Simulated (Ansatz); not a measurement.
## KCaF3 (001), CaF2 faces on V(100): work function and capacitance: cost of one run

Ansatz 0.2.0; plane-wave DFT, PBE-D3(BJ), Ansatz PAW. The cell holds 18 atoms.

Input file input.yaml:

```yaml
crystal:
  lattice:
    - [4.38, 0.0, 0.0]
    - [0.0, 4.38, 0.0]
    - [0.0, 0.0, 30.5043661255]
  atoms:
    - { symbol: V, position: [0.0, 0.0, 0.2950397318] }
    - { symbol: V, position: [0.5, 0.5, 0.2950397318] }
    - { symbol: V, position: [0.0, 0.5, 0.3435521816] }
[... 9 atom lines left out ...]
    - { symbol: F, position: [0.5, 0.5, 0.5496487794] }
    - { symbol: K, position: [0.0, 0.5, 0.6291167946] }
    - { symbol: F, position: [0.5, 0.0, 0.6258244976] }
    - { symbol: Ca, position: [0.5, 0.0, 0.6977976038] }
    - { symbol: F, position: [0.0, 0.0, 0.6940647358] }
    - { symbol: F, position: [0.5, 0.5, 0.6940647358] }
kpoints:
  mp_grid: { grid: [8, 8, 1] }
hamiltonian:
  xc: pbe
  dispersion: d3bj
scf:
  occupations: { method: fermi_dirac, width: 0.1 }
  convergence: { dr2_threshold: 1.0e-10 }
efield:
  axis: 3
  dipole_correction: true
  ramp_position: 0.97
  ramp_width: 0.06
  amplitude: -0.1
output:
  write_potential: true
  write_density: true
  volumetric_format: npy
```

On the command line:

```console
$ ansatz run input.yaml --threads 4 --pin off --max-ram 12288MiB --backend cpu --events-out ev --progress --plain --runs-dir out
```

The cutoff in use is 420 eV. For reference, a run of the same kind (28 atoms, 15 k-points, 165 bands and 14,827 plane waves; 26 SCF cycles) took 6.4 min and 3.6 GiB on the same hardware.

Q: Estimate wall time and peak memory on 4 threads of Arm Neoverse V1, shared host.

A cutoff of 420 eV is a sphere of radius 10.5 Å⁻¹, so a cell of 585 Å³ holds about V·G³/6π² = 11,437 plane waves. At two electrons a band, the 194 electrons need 97 bands, and 20 more are carried. Symmetry cuts the 8×8×1 mesh from 64 to 15 points. The run has 15 k-points, 117 bands and 11,541 plane waves. Taking the work of a cycle as k-points × spins × bands × plane waves, that is 0.55 times the reference, or 3.6 min at the reference's 26 cycles. The run needed 46 SCF cycles, which makes it about 6.3 min. One copy of the wavefunctions takes 0.3 GiB at 16 bytes a coefficient, against 0.55 GiB in the reference; grids, projectors and work arrays come on top. Measured: about 3.5 min, with a peak of 2.2 GiB. The run was quicker than this simple count says.

[Logs are printed without paths, hosts, clocks, repeated set-up lines and the standing remarks that a program may print on its own settings, such as how far it seeks lower states.]

[Hosts, paths, dates, database ids (printed as entryN), source tags and the programs' standing remarks are cut or masked in the printed files.]

[Maps of the electrostatic potential energy from Ansatz leave out the sawtooth potential of an applied field or a dipole correction, so their vacuum need not be flat; planar profiles and work functions include it.]
